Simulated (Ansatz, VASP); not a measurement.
**SnO in VASP and in Ansatz**

File INCAR:

```
  ALGO = Normal
  EDIFF = 1E-6
  ENCUT = 520
  ISIF = 2
  ISMEAR = 0
  LASPH = True
  LCHARG = False
  LREAL = False
  LWAVE = False
  NBANDS = 28
  NELM = 60
  PREC = Accurate
  SIGMA = 0.15
```

The input KPOINTS:

```
k-points
0
Gamma
  10 10 8
```

The input POSCAR:

```
SnO
1.0
    3.8787000000      0.0000000000      0.0000000000
    0.0000000000      3.8787000000      0.0000000000
    0.0000000000      0.0000000000      4.6562290729
Sn O
2 2
Direct
    0.0000000000      0.5000000000      0.2455950842
    0.5000000000      0.0000000000      0.7544049158
    0.0000000000      0.0000000000      0.0000000000
    0.5000000000      0.5000000000      0.0000000000
```

Input for Ansatz:

```yaml
crystal:
  lattice:
    - [3.8787, 0.0, 0.0]
    - [0.0, 3.8787, 0.0]
    - [0.0, 0.0, 4.6562290729]
  atoms:
    - { symbol: Sn, position: [0.0, 0.5, 0.2455950842] }
    - { symbol: Sn, position: [0.5, 0.0, 0.7544049158] }
    - { symbol: O, position: [0.0, 0.0, 0.0] }
    - { symbol: O, position: [0.5, 0.5, 0.0] }
basis:
  ecutwfc: 520.0
kpoints:
  mp_grid: { grid: [10, 10, 8] }
hamiltonian:
  xc: lda
  pseudopotentials: { kind: paw, azcp: { folder: soft_1 } }
scf:
  occupations: { method: gaussian, width: 0.15 }
output:
  forces: true
  stress: true
  eigenvalues: true
```

Alike in both runs: task single point; functional LDA; k mesh 10 × 10 × 8; occupations gaussian, width 0.15 eV; no spin polarisation.

|  | VASP | Ansatz |
| --- | --- | --- |
| version | VASP 6.6.1 | Ansatz 0.2.0 |
| potentials or method | VASP PAW LDA potentials, release 64 (Sn_d, O) | scalar-relativistic, plane waves, PAW |
| plane-wave cutoff (eV) | 520 | 520 |
| valence electrons in the cell | 40 | 40 |

Ansatz gave:

```
pressure (GPa)                                  : -5.9
largest component of the traceless stress (GPa) : 2.30
rms of the force components (eV/Å)              : 0.254
```

Estimate VASP's values.

pressure (GPa): -5.5; largest component of the traceless stress (GPa): 2.28; rms of the force components (eV/Å): 0.206.

Atom by atom the forces differ by 0.048 eV/Å (rms over components). Ansatz warned: «pseudo_functional_mismatch».

Caveats: spin-orbit coupling is left out, which moves the levels of the heavy elements.
